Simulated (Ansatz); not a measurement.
# Residual resistivity of an alloy: Ta(100) with 4 layers of random Ta-Ru, 2x2

Aim: the residual resistivity of a random alloy, from Ta(100) with 4 layers of random Ta-Ru, 2x2 and longer regions.

Method: Ansatz plane-wave DFT, PBE, PAW files; ballistic transport by layer matching (Landauer), zero bias; PAW set soft_1, in Ansatz 0.2.0.

This is a report of a sequence of runs, with most program output left out.

## (1) The starting structure

The cell holds 56 atoms: 52 Ta and 4 Ru. Cell: a = 6.605 Å, b = 6.605 Å, c = 23.118 Å, α = 90.0°, β = 90.0°, γ = 90.0°. It derives from Ta. Regions: lead, 40 atoms (40 Ta); scattering region, 16 atoms (4 Ru and 12 Ta). The structure is stacked along c, and the current runs across the ab planes.

## (2) With 4 alloy layers

In 4 layers a share of 0.25 of the sites is given to Ru at random. The layers about the cell's end stay perfect and serve as the lead. Disorder leaves little or no symmetry, which makes such runs dear. Energies from -0.05 to 0.05 eV in steps of 0.05 eV are too few for the program's thermal sum, so it prints no conductance; for a metal the transmission near the Fermi level serves, at a fraction of the cost.

The input, input.yaml:

```yaml
crystal:
  lattice:
    - [6.60512, 0.0, 0.0]
    - [0.0, 6.60512, 0.0]
    - [0.0, 0.0, 23.11792]
  atoms:
    - { symbol: Ta, position: [0.0, 0.0, 0.0357142857] }
    - { symbol: Ta, position: [0.0, 0.5, 0.0357142857] }
    - { symbol: Ta, position: [0.5, 0.0, 0.0357142857] }
    - { symbol: Ta, position: [0.5, 0.5, 0.0357142857] }
    - { symbol: Ta, position: [0.25, 0.25, 0.1071428571] }
    - { symbol: Ta, position: [0.25, 0.75, 0.1071428571] }
    - { symbol: Ta, position: [0.75, 0.25, 0.1071428571] }
    - { symbol: Ta, position: [0.75, 0.75, 0.1071428571] }
[... 44 atom lines left out ...]
    - { symbol: Ta, position: [0.25, 0.25, 0.9642857143] }
    - { symbol: Ta, position: [0.25, 0.75, 0.9642857143] }
    - { symbol: Ta, position: [0.75, 0.25, 0.9642857143] }
    - { symbol: Ta, position: [0.75, 0.75, 0.9642857143] }
kpoints:
  mp_grid: { grid: [4, 4, 1] }
hamiltonian:
  xc: pbe
  pseudopotentials: { kind: paw, azcp: { folder: soft_1 } }
scf:
  occupations: { method: fermi_dirac, width: 0.1 }
output:
  transmission: { leads: [[0, 4]], kmesh: [8, 8], e_range: [-0.05, 0.05], de: 0.05 }
  write_potential: true
  write_density: true
  volumetric_format: npy
```

The run is started by

```sh
ansatz run input.yaml --threads 4 --pin off --max-ram 15360MiB --backend cpu --events-out ev --progress --plain --runs-dir out
```

The job ended after 7 min (4 threads of Intel Xeon Platinum 8488C (Sapphire Rapids), shared host; peak memory 8.2 GiB).

Numbers from this step:

```yaml
free_energy: -540047.4244 eV
energy_at_zero_smearing: -540046.4314 eV
fermi_energy: 18.43 eV
cell_area: 43.63 Å²
transmission_per_spin_nearest_the_fermi_level: 5.007
open_channels_per_spin_nearest_the_fermi_level: 10.48
step_of_the_lead_s_potential: 13.4 meV
```

Per spin. The transmission, zone mean by energy, zero at the Fermi level:

```tsv
energy (eV)	transmission, zone mean
-0.0500	5.11
0.0000	5.01
0.0500	4.84
```

Per spin. The open channels, zone mean, lead by energy, zero at the Fermi level:

```tsv
energy (eV)	open channels, zone mean, lead
-0.0500	10.3
0.0000	10.5
0.0500	9.86
```

Transmission over k1 and k2. At 0.0000 eV from the Fermi level.

Ten even steps from '0' (2.54) to '9' (7.10):
```
10246420
02699962
44998994
66989896
44998994
02699962
10246420
11046401
```
Columns: k1 (b1) from -0.5 to 0.375; rows upwards: k2 (b2) from -0.5 to 0.375.

Open channels over k1 and k2. At 0.0000 eV from the Fermi level.

Ten even steps from '0' (4.0) to '9' (14.0):
```
20588850
45999995
68977798
68977798
68977798
45999995
20588850
02466642
```
Columns: k1 (b1) from -0.5 to 0.375; rows upwards: k2 (b2) from -0.5 to 0.375.

Over the solved energies the transmission per spin lies between 4.84 and 5.11, out of 10.2 channels of the lead on average (up to 10.5).

## (3) With 8 alloy layers

In 8 layers a share of 0.25 of the sites is given to Ru at random. A fresh draw is used; the growth of the resistance with length is what counts.

System of this step: Ta(100) with 8 layers of random Ta-Ru, 2x2. The cell holds 72 atoms: 64 Ta and 8 Ru. Its edges and angles: a = 6.605 Å, b = 6.605 Å, c = 29.723 Å, α = 90.0°, β = 90.0°, γ = 90.0°. It derives from Ta. Regions: lead, 40 atoms (40 Ta); scattering region, 32 atoms (24 Ta and 8 Ru). The structure is stacked along c, and the current runs across the ab planes.

The input, input.yaml:

```yaml
crystal:
  lattice:
    - [6.60512, 0.0, 0.0]
    - [0.0, 6.60512, 0.0]
    - [0.0, 0.0, 29.72304]
  atoms:
    - { symbol: Ta, position: [0.0, 0.0, 0.0277777778] }
    - { symbol: Ta, position: [0.0, 0.5, 0.0277777778] }
    - { symbol: Ta, position: [0.5, 0.0, 0.0277777778] }
    - { symbol: Ta, position: [0.5, 0.5, 0.0277777778] }
    - { symbol: Ta, position: [0.25, 0.25, 0.0833333333] }
    - { symbol: Ta, position: [0.25, 0.75, 0.0833333333] }
    - { symbol: Ta, position: [0.75, 0.25, 0.0833333333] }
    - { symbol: Ta, position: [0.75, 0.75, 0.0833333333] }
[... 60 atom lines left out ...]
    - { symbol: Ta, position: [0.25, 0.25, 0.9722222222] }
    - { symbol: Ta, position: [0.25, 0.75, 0.9722222222] }
    - { symbol: Ta, position: [0.75, 0.25, 0.9722222222] }
    - { symbol: Ta, position: [0.75, 0.75, 0.9722222222] }
kpoints:
  mp_grid: { grid: [4, 4, 1] }
hamiltonian:
  xc: pbe
  pseudopotentials: { kind: paw, azcp: { folder: soft_1 } }
scf:
  occupations: { method: fermi_dirac, width: 0.1 }
output:
  transmission: { leads: [[0, 4]], kmesh: [8, 8], e_range: [-0.05, 0.05], de: 0.05 }
  write_potential: true
  write_density: true
  volumetric_format: npy
```

Wall time 17 min (4 threads); peak memory 8.5 GiB.

Numbers from this step:

```
free energy                                   : -682762.1972 eV
energy at zero smearing                       : -682760.9455 eV
Fermi energy                                  : 18.39 eV
transmission per spin nearest the Fermi level : 3.371
step of the lead's potential                  : 5.6 meV
```

Per spin. Table of transmission, zone mean by energy, zero at the Fermi level:

```tsv
energy (eV)	transmission, zone mean
-0.0500	3.45
0.0000	3.37
0.0500	3.27
```

Over the solved energies the transmission per spin lies between 3.27 and 3.45, out of 10.2 channels of the lead on average (up to 10.5).

## (4) With 12 alloy layers

In 12 layers a share of 0.25 of the sites is given to Ru at random. A fresh draw is used; the growth of the resistance with length is what counts.

System of this step: Ta(100) with 12 layers of random Ta-Ru, 2x2. The cell holds 88 atoms: 76 Ta and 12 Ru. Its edges and angles: a = 6.605 Å, b = 6.605 Å, c = 36.328 Å, α = 90.0°, β = 90.0°, γ = 90.0°. It derives from Ta. Regions: lead, 40 atoms (40 Ta); scattering region, 48 atoms (36 Ta and 12 Ru). The structure is stacked along c, and the current runs across the ab planes.

The input, input.yaml:

```yaml
crystal:
  lattice:
    - [6.60512, 0.0, 0.0]
    - [0.0, 6.60512, 0.0]
    - [0.0, 0.0, 36.32816]
  atoms:
    - { symbol: Ta, position: [0.0, 0.0, 0.0227272727] }
    - { symbol: Ta, position: [0.0, 0.5, 0.0227272727] }
    - { symbol: Ta, position: [0.5, 0.0, 0.0227272727] }
    - { symbol: Ta, position: [0.5, 0.5, 0.0227272727] }
    - { symbol: Ta, position: [0.25, 0.25, 0.0681818182] }
    - { symbol: Ta, position: [0.25, 0.75, 0.0681818182] }
    - { symbol: Ta, position: [0.75, 0.25, 0.0681818182] }
    - { symbol: Ta, position: [0.75, 0.75, 0.0681818182] }
[... 76 atom lines left out ...]
    - { symbol: Ta, position: [0.25, 0.25, 0.9772727273] }
    - { symbol: Ta, position: [0.25, 0.75, 0.9772727273] }
    - { symbol: Ta, position: [0.75, 0.25, 0.9772727273] }
    - { symbol: Ta, position: [0.75, 0.75, 0.9772727273] }
kpoints:
  mp_grid: { grid: [4, 4, 1] }
hamiltonian:
  xc: pbe
  pseudopotentials: { kind: paw, azcp: { folder: soft_1 } }
scf:
  occupations: { method: fermi_dirac, width: 0.1 }
output:
  transmission: { leads: [[0, 4]], kmesh: [8, 8], e_range: [-0.05, 0.05], de: 0.05 }
  write_potential: true
  write_density: true
  volumetric_format: npy
```

Run time: 24 min. Hardware: 4 threads; peak memory 9 GiB.

Numbers from this step:

```
free energy                                   : -825476.8762 eV
energy at zero smearing                       : -825475.3566 eV
Fermi energy                                  : 18.36 eV
transmission per spin nearest the Fermi level : 2.922
step of the lead's potential                  : 3.4 meV
```

Per spin. Transmission, zone mean against energy, zero at the Fermi level:

```tsv
energy (eV)	transmission, zone mean
-0.0500	2.95
0.0000	2.92
0.0500	2.84
```

Over the solved energies the transmission per spin lies between 2.84 and 2.95, out of 10.2 channels of the lead on average (up to 10.5).

## (5) The fit

This step: Ansatz plane-wave DFT, PBE, PAW files; ballistic transport by layer matching (Landauer), zero bias; residual resistivity from the slope of the area resistance, atoms on the host's lattice; PAW set soft_1 (Ansatz 0.2.0).

Numbers from this step:

```yaml
resistivity: 61.36 µΩ cm
intercept: 0.2190 fΩ m²
scatter_about_the_fit: 0.06600 fΩ m²
```

Resistance, by row:

```tsv
run	length (Å)	T	channels N	RA (fΩ m²)
n4	6.605	4.988	10.21	0.5776
n8	13.21	3.363	10.21	1.123
n12	19.82	2.903	10.21	1.388
```

Area resistance against length of the alloy:

```tsv
length of the alloy (Å)	area resistance (fΩ m²)
6.61	0.578
13.21	1.12
19.82	1.39
```

The area resistance goes from 0.58 to 1.4 fΩ m² between 6.6 and 19.8 Å, a slope of 61 µΩ cm.

By hand from the end points: (1.388 − 0.5776) fΩ m² / (19.82 − 6.61) Å = 61 µΩ cm, since 1 fΩ m² per Å is 1000 µΩ cm.

## (6) Results

| Property | Result |
| --- | --- |
| resistivity from the slope | 61.4 µΩ cm |
| area resistance over 6.61 Å | 0.578 fΩ m² |
| area resistance over 13.2 Å | 1.12 fΩ m² |
| area resistance over 19.8 Å | 1.39 fΩ m² |

**Reading.** The slope gives 61 µΩ cm. The points scatter by 0.066 fΩ m² about the line, with one random draw a length in a 2x2 cell, so the slope is a rough value. Read with a model of isotropic scattering on a spherical Fermi surface and the lead's 1.8×10¹⁵ S/m², this slope means a mean free path near 6.8 Å; over these lengths the model's slope is within 3 % of its bulk resistivity. The atoms sit on the host's lattice, so scattering by size misfit is left out. Spin-orbit coupling is left out, which matters for Ta.

[Logs are printed without paths, hosts, clocks, repeated set-up lines and the standing remarks that a program may print on its own settings, such as how far it seeks lower states.]

[Hosts, paths, dates, database ids (printed as entryN), source tags and the programs' standing remarks are cut or masked in the printed files.]
